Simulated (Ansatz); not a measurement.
The calculation used DFT, PBE, plane waves (420 eV) with PAW, scalar-relativistic in Ansatz.

An element in the fcc structure gives this curve. The cell is scaled uniformly from the relaxed one, with fractional coordinates and shape fixed. Energies are extrapolated to zero smearing, pressures are those at the given smearing. Magnetic state: spin not included.

```json
{"V (Å³/atom)": "19.870", "E − E₀ (meV/atom)": "121.1", "P (GPa)": "16.09"}
{"V (Å³/atom)": "20.773", "E − E₀ (meV/atom)": "50.1", "P (GPa)": "9.77"}
{"V (Å³/atom)": "21.676", "E − E₀ (meV/atom)": "11.5", "P (GPa)": "4.50"}
{"V (Å³/atom)": "22.579", "E − E₀ (meV/atom)": "0.0", "P (GPa)": "0.06"}
{"V (Å³/atom)": "23.482", "E − E₀ (meV/atom)": "11.3", "P (GPa)": "-3.67"}
{"V (Å³/atom)": "24.385", "E − E₀ (meV/atom)": "42.0", "P (GPa)": "-6.83"}
{"V (Å³/atom)": "25.289", "E − E₀ (meV/atom)": "88.9", "P (GPa)": "-9.49"}
```

(1) Which element is it?
A. scandium
B. lithium
C. arsenic
D. hafnium

Answers

(1) D. Its fit is V₀ = 22.56 Å³/atom, B₀ = 101 GPa, B₀′ = 3.3.
